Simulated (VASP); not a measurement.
Runs of VASP 6.6.1 on AlN. The structure is orthorhombic, space group Cmc2_1 (No. 36). Conventional cell: a = 3.087 Å, b = 5.467 Å, c = 5.000 Å, α = 90.00°, β = 90.00°, γ = 90.00°. Around Al (site symmetry m) lie 4 N at 1.89 to 1.92 Å. Around N (site symmetry m) lie 4 Al at 1.89 to 1.92 Å. The cell was built by a generator and isn't the measured one.

| task | level | potentials or basis | spin | cell | cutoff (eV) | gap on the mesh (eV) | pressure (GPa) | moment (μB) | largest force (eV/Å) |
| --- | --- | --- | --- | --- | --- | --- | --- | --- | --- |
| relaxation of cell and atoms | PBE | VASP PAW PBE potentials, release 64 (Al, N) | off | relaxed | 600 | 4.16 | 2.2 | - | 0.01 |
| band structure | PBE | VASP PAW PBE potentials, release 64 (Al, N) | off | Cmc2_1, 10.66 Å³/atom | 520 | 4.08 | -0.4 | - | - |
| band structure | PBE | VASP PAW PBE potentials, release 64 (Al, N) | non-collinear, zero start, SOC | Cmc2_1, 10.66 Å³/atom | 520 | - | -0.4 | 0.00 | - |
| band structure | LDA | VASP PAW LDA potentials, release 64 (Al, N) | off | Cmc2_1, 10.37 Å³/atom | 520 | 4.37 | (a) | - | 0.01 |
| band structure | PBE | VASP PAW PBE potentials, release 64 (Al, N) | non-collinear, zero start, SOC | Cmc2_1, 10.51 Å³/atom | 520 | - | 2.3 | 0.00 | 0.01 |
| electrostatic potential | PBE | VASP PAW PBE potentials, release 64 (Al, N) | off | Cmc2_1, 10.51 Å³/atom | 520 | 4.16 | 2.3 | - | 0.01 |
| band structure | PBE | VASP PAW PBE potentials, release 64 (Al, N) | off | Cmc2_1, 10.51 Å³/atom | 520 | 4.16 | 2.3 | - | 0.01 |

Alike in all rows: k mesh 8 × 5 × 5; smearing gaussian 0.02 eV.

Task: Fill in the values left out.

Result: (a) -2.5.

